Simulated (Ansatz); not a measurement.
Crystal: MgSi.

```
Si Mg
1.0
     2.90839    0.00000    0.00000
     0.00000    2.90839    0.00000
     0.00000    0.00000    4.10343
Si Mg
1 1
Direct
  0.50000 0.50000 0.50000
  0.00000 0.00000 0.00000
```

The cell comes from a database or a generator and needn't be the stable form of this composition.

```yaml
Program: Ansatz 0.2.0
Task: relaxation of cell and atoms
Functional: BLYP
Potentials_or_basis: Ansatz PAW
Cutoff: "420 eV (not typed: the program's choice for these potentials)"
k_mesh: 9 × 9 × 7
Occupations: fermi-dirac, width 0.05 eV
Spin: no spin polarisation
```

At the start: volume 17.35 Å³/atom.

Where does the relaxation end?

It ends after 5 steps and the volume is 18.54 Å³/atom (+6.8 %); space group P4/mmm (No. 123, to 0.05 Å).

Step by step:
```csv
step,energy change (eV),largest force (eV/Å),volume (Å³)
1,0.0000,0.0000,34.71
2,-0.0780,0.0000,36.65
3,-0.0789,0.0000,37.12
4,-0.0789,0.0000,37.09
5,-0.0795,0.0000,37.09
```

Final structure:
```xyz
2
Lattice="3.0681 0.0000 0.0000 0.0000 3.0681 0.0000 0.0000 0.0000 3.9398" Properties=species:S:1:pos:R:3 pbc="T T T"
Si    1.5340    1.5340    1.9699
Mg    0.0000    0.0000    0.0000
```

Caveat: the plane-wave basis is chosen anew once the cell has moved, so the energies of steps on either side of that aren't comparable; the PAW data sets come from PBE, with cores solved anew for the run's functional, which leaves a small shift of forces and pressure.
